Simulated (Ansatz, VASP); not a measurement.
# SnO2: VASP beside Ansatz

```xyz
3
Lattice="1.6171 0.9336 4.8006 -1.6171 0.9336 4.8006 0.0000 -1.8673 4.8006" Properties=species:S:1:pos:R:3 pbc="T T T"
Sn    0.0000    0.0000    7.2009
O     0.0000    0.0000    3.4157
O     0.0000    0.0000   10.9861
```

Measurements of this composition are mostly on another form, of space group No. 136.

Alike in both runs: task single point; functional r2SCAN; k mesh 6 × 6 × 6; occupations gaussian, width 0.1 eV; no spin polarisation.

|  | VASP | Ansatz |
| --- | --- | --- |
| version | VASP 6.6.1 | Ansatz 0.2.0 |
| potentials or method | VASP PAW PBE potentials, release 64 (Sn_d, O) | scalar-relativistic, plane waves, PAW |
| plane-wave cutoff (eV) | 520 | 500 |
| valence electrons in the cell | 26 | 26 |

VASP gave:

* gap on the k mesh at the Fermi level (eV): 2.43
* least direct gap on the mesh (eV): 2.54
* pressure (GPa): -6.3
* largest component of the traceless stress (GPa): 0.51
* rms of the force components (eV/Å): 0.261

**Question.** Which values does Ansatz return?

**Answer.** gap on the k mesh at the Fermi level (eV): 2.44; least direct gap on the mesh (eV): 2.55; pressure (GPa): -7.2; largest component of the traceless stress (GPa): 1.07; rms of the force components (eV/Å): 0.298.

Atom by atom the forces differ by 0.037 eV/Å (rms over components).

Caveats: the PAW data sets were made with another functional, which shifts forces and pressure a little (VASP); spin-orbit coupling is left out, which moves the levels of the heavy elements. r2SCAN opens gaps a little over a GGA but as a rule still falls short of measured ones. A k mesh can miss the band edges.
